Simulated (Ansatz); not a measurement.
The system is Ga.

```xyz
1
Lattice="-1.3844 1.3844 2.3112 1.3844 -1.3844 2.3112 1.3844 1.3844 -2.3112" Properties=species:S:1:pos:R:3 pbc="T T T"
Ga    0.0000    0.0000    0.0000
```

This isn't the form of Ga at room conditions, which is orthorhombic.

A run of Ansatz 0.2.0 on this cell left the log below. Logs are shortened: lines on timing, memory, paths and dates and some standing lists are left out, and cuts for length are marked.

```text
Warning: RAYON_NUM_THREADS=2 ignored (pool sized by the plan → 2); use --threads N
scf.n_extra_bands = 6 over 7 filled bands (N_el = 13.0): the run solves 13 bands
Engine: ansatz 0.2.0, aarch64-unknown-linux-gnu
Pseudopotentials: kind: paw
Pseudopotential: Ga, paw, valence charge 13, recommended cutoff 420 eV (normal), Ga.paw.azcp
Functional definition: SPW92
  exchange = slater_x
  correlation = pw_c
Crystal: 1 atoms, lattice volume = 17.718 Å³
Basis set: ecut = 420 eV, 331 PW (Γ)
Bands: 13, of which v1, the nominal top of the filled ones, is band 7 counted from 1 (6 counted from 0)
Symmetry: 16 space group operations
Space group: I4/mmm (ITA 139), of the structure as read, at distance tolerance 2.6e-5 Å
k-points: 196 of 2197
Non-local potential: Ga, projectors of the file, l = 0: 2, l = 1: 2, l = 2: 3, l = 3: 1
PAW form: soft (Blöchl's): semilocal exchange-correlation on the pseudo side does not see the compensation charge
PAW frozen core: Ga, regenerated for the run's functional, and the local potential with it (the file was generated under x = pbe(κ = 0.804, μ = 0.2195149727645171), c = pbe(β = 0.06672455060314922))
PAW one-centre angular grid: Ga, 590 points (default); XC on 64 Gauss nodes
Initial density: superposition of atomic densities (neutral atoms: chi_scale 0, normalization atom), corrected by the library's trained network
Initial wavefunctions: pseudopotential atomic-orbital guess
Functional: x = slater, c = lda
SCF iter   1: F=—  HF=-3706.935178 eV  |F-HF|=—  |Δ(HF+E_count)|=         —  Δρ=5.26e-3  dr2=1.69e-3  ethr=1.77e-3  ⟨swp⟩=5.1  Hψ=14723  notcnv=0  defer=10
preconditioner: auto → none  [metal: Δε(μ)=0.066 eV  Ē_g=25.619 eV  σ=0.050 eV  W_gap=0.31  n_scr=0 (ndim 8)  ℏωp=31.8 eV  f_vac=0.000  D(μ)=0.37/eV (n_scr^D=0)]
SCF iter   2: F=—  HF=-3706.934394 eV  |F-HF|=—  |Δ(HF+E_count)|=   7.83e-4  Δρ=2.46e-3  dr2=3.66e-4  ethr=1.30e-5  ⟨swp⟩=2.2  Hψ=5172  notcnv=0  defer=23
SCF iter   3: F=—  HF=-3706.934336 eV  |F-HF|=—  |Δ(HF+E_count)|=   5.84e-5  Δρ=1.09e-4  dr2=1.61e-6  ethr=2.82e-6  ⟨swp⟩=2.0  Hψ=3382  notcnv=0  defer=23
SCF iter   4: F=—  HF=-3706.934338 eV  |F-HF|=—  |Δ(HF+E_count)|=   1.78e-6  Δρ=9.97e-5  dr2=8.50e-7  ethr=1.24e-8  ⟨swp⟩=2.0  Hψ=3495  notcnv=0  defer=23
iter 5 did not close the SCF: its close was put off for the readings that it lacked (scf_convergence_deferred on its scf_iter line)
SCF iter   5: F=-3706.934337 eV  HF=-3706.934337 eV  |F-HF|=3.51e-8  |Δ(HF+E_count)|=   7.57e-7  Δρ=1.54e-5  dr2=2.19e-8  ethr=6.54e-9  ⟨swp⟩=2.0  Hψ=3231  notcnv=0  defer=23
SCF iter   6: F=-3706.934337 eV  HF=-3706.934337 eV  |F-HF|=5.72e-10  |Δ(HF+E_count)|=   1.03e-8  Δρ=2.09e-6  dr2=3.67e-10  ethr=1.68e-10  ⟨swp⟩=4.4  Hψ=10484  notcnv=0
SCF 1 converged in 6 iterations: F = -3706.934337 eV  dr2 = 3.67e-10
  greatest PAW one-centre occupation: 0.995 electrons in one spin orbital (limit 2), on the Ga atom at site 0 (counted from 0), in its partial waves of l = 2
NSCF: frozen V_eff on 156 k-points
SCF converged after 6 iterations
Free energy (F): -3706.934337 eV
Harris-Foulkes:  -3706.934337 eV  (|F-HF|=5.72e-10)
Internal energy: -3706.931195 eV  (E = F + TS)
E sigma→0 (E₀):  -3706.932766 eV
Entropy (-TS):   -0.003142 eV (-3.142 meV/atom)
Fermi energy:    10.153184 eV
--- Per-component energies (eV) ---
  E_band       = -30.450114
  E_kinetic    = 115.716236
  E_local      = -1742.598953  (includes V_loc(G=0)·N_el)
  E_nonlocal   = 424.018100
  E_hartree    = 819.879968
  E_xc         = -69.516389
  E_vxc        = -59.317124  (∫ρ·V_xc dr)
  E_paw        = -1909.373855  (= ΣΔE_a)
  E_vpaw       = -408.029238  (= ΣTr[D̂ρ^β])
  E_aug_tail   = -0.000097  (compensation charges beyond the density's cutoff)
  E_ewald      = -1346.784685
  E_core_change = 1.728480  (= ΣΔE_core)
  E_smearing   = -0.003142  (= −TS)
  E_closure    = -0.000000  (closes the sum)
  Σ components = -3706.934337   (vs F -3706.934337, Δ=0.00e0)
--- Forces (eV/Å), atoms counted from 1 ---
  atom   1  Ga    -0.00000000    -0.00000000     0.00000000
  max |Σ_I F_I| component: 6.53e-31 eV/Å
--- Stress (GPa, compression-positive) ---
       -2.533551      -0.000000      -0.000000
       -0.000000      -2.533551       0.000000
       -0.000000       0.000000      -2.139726
  P = ⅓ Tr σ = -2.4023 GPa (-24.023 kbar)
--- Band table (eV; the first three rows and the last of 196) ---
  k-point 0: bands = ["-4.9365", "-4.7766", "-4.7405", "-4.7405", "-4.5769", "-1.3115", "22.7081", "23.0686", "23.0686", "26.4193", "26.9688", "27.4011", "27.4011"]
  k-point 1: bands = ["-4.9104", "-4.7661", "-4.7538", "-4.7336", "-4.5901", "-1.0759", "21.4460", "21.7466", "22.2880", "24.6307", "27.2358", "28.4154", "29.2017"]
  k-point 2: bands = ["-4.8362", "-4.7906", "-4.7424", "-4.7136", "-4.6279", "-0.3628", "19.1743", "19.9345", "20.7170", "22.5460", "27.6033", "27.8150", "30.1142"]
  k-point 195: bands = ["-5.0388", "-4.9419", "-4.5528", "-4.5391", "-4.5356", "5.7528", "6.4500", "15.7545", "17.4669", "21.0822", "22.9346", "41.4524", "41.9673"]
```

**Question.** What input gives this log?

**Answer.** Band structure with LDA, no spin polarisation. The files as run (others can give the same):

input.yaml
```yaml
crystal:
  lattice:
    - [-1.3843987196, 1.3843987196, 2.3112238365]
    - [1.3843987196, -1.3843987196, 2.3112238365]
    - [1.3843987196, 1.3843987196, -2.3112238365]
  atoms:
    - { symbol: Ga, position: [0.0, 0.0, 0.0] }
hamiltonian:
  xc: lda
  pseudopotentials: { kind: paw }
kpoints:
  mp_grid: { grid: [13, 13, 13] }
  band_path:
    path:
      - [[0.0, 0.0, 0.0], [0.0, 0.0, 0.5], [-0.1793941871, 0.1793941871, 0.5], [-0.3396970935, 0.3396970935, 0.3396970935], [0.0, 0.0, 0.0], [0.5, 0.5, -0.5], [0.3396970935, 0.6603029065, -0.3396970935], [0.0, 0.5, 0.0], [0.25, 0.25, 0.25], [0.5, 0.5, -0.1793941871], [0.5, 0.5, -0.5]]
      - [[0.0, 0.0, 0.5], [0.25, 0.25, 0.25]]
    npoints: 14
scf:
  occupations: { method: fermi_dirac, width: 0.05 }
  n_extra_bands: 6
output:
  forces: true
  stress: true
  eigenvalues: true
  fatbands: true
```

Potentials or basis: Ansatz PAW.
Command:
```sh
$ ansatz run input.yaml --threads 2 --pin off --max-ram 5632MiB --backend cpu --events-out ev --progress --plain --runs-dir out
```

Caveat: the PAW data sets come from PBE, with cores solved anew for the run's functional, which leaves a small shift of forces and pressure.
